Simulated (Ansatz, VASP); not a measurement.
# InPd in VASP and in Ansatz

The input INCAR:

```
SYSTEM = InPd
PREC = Accurate
ENCUT = 520
EDIFF = 1E-7
ISMEAR = -1
SIGMA = 0.05
LREAL = .False.
LASPH = .True.
NELM = 60
ALGO = Normal
ISIF = 2
LWAVE = .False.
LCHARG = .False.
GGA = PE
NBANDS = 18
```

KPOINTS

```
Automatic mesh
0
Gamma
  8 8 8
  0 0 0
```

Contents of POSCAR:

```
InPd
1.0
    0.0000000000      2.7089563964      2.7089563964
    2.7089563964      0.0000000000      2.7089563964
    2.7089563964      2.7089563964      0.0000000000
In Pd
1 1
Direct
    0.0000000000      0.0000000000      0.0000000000
    0.5000000000      0.5000000000      0.5000000000
```

Contents of input.yaml:

```yaml
crystal:
  lattice:
    - [0.0, 2.7089563964, 2.7089563964]
    - [2.7089563964, 0.0, 2.7089563964]
    - [2.7089563964, 2.7089563964, 0.0]
  atoms:
    - { symbol: In, position: [0.0, 0.0, 0.0] }
    - { symbol: Pd, position: [0.5, 0.5, 0.5] }
hamiltonian:
  xc: pbe
  pseudopotentials: { kind: paw }
kpoints:
  mp_grid: { grid: [8, 8, 8] }
scf:
  occupations: { method: fermi_dirac, width: 0.05 }
output:
  forces: true
  stress: true
  eigenvalues: true
```

Change from the starting cell: volume scaled by 0.96.

Alike in both runs: task single point; functional PBE; k mesh 8 × 8 × 8; occupations fermi-dirac, width 0.05 eV; no spin polarisation.

|  | VASP | Ansatz |
| --- | --- | --- |
| version | VASP 6.6.1 | Ansatz 0.2.0 |
| potentials or method | VASP PAW PBE potentials, release 64 (In_d, Pd) | Ansatz PAW |
| plane-wave cutoff (eV) | 520 | 420 |
| valence electrons in the cell | 23 | 31 |

```csv
,VASP,Ansatz,Ansatz less VASP
gap on the k mesh at the Fermi level (eV),none,none,-
pressure (GPa),4.1,4.1,-0.06
```

A gap of «none» marks a metal or a gap that the smearing closes. The two sets of potentials don't hold the same shells in valence.
